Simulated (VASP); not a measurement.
Input of a VASP 6.6.1 run:

File INCAR:

```
PREC = Accurate
ENCUT = 520
EDIFF = 1E-7
ISMEAR = 0
SIGMA = 0.1
LREAL = F
LASPH = T
NELM = 60
ALGO = Fast
ISIF = 2
LWAVE = F
LCHARG = F
GGA = PE
NBANDS = 20
```

File KPOINTS:

```
Automatic mesh
0
Gamma
  18 18 6
```

POSCAR

```
WS2
1.0
    2.5917275494      0.0000000000      0.0000000000
    0.0000000000      2.5917275494      0.0000000000
    0.0000000000      0.0000000000      9.2341692315
W S
1 2
Direct
    0.5000000000      0.5000000000      0.5000000000
    0.5000000000      0.5000000000      0.7656605817
    0.5000000000      0.5000000000      0.2343394183
```

Potentials or basis: VASP PAW PBE potentials, release 64 (W_sv, S).

Command:

```bash
$ cat potpaw_PBE.64/W_sv/POTCAR potpaw_PBE.64/S/POTCAR > POTCAR
$ mpirun -np 1 vasp_std > vasp.out
```

(1) Estimate the band gap on the k mesh.

(2) Estimate the largest force.

(3) What does it give for the pressure?

Results:

(1) none (metal or under the smearing width).

(2) 0.004 eV/Å.

(3) 0.1 GPa.

Caveat: this functional lacks dispersion, which binds the layers, so the pressure and a relaxed spacing across them are unreliable.
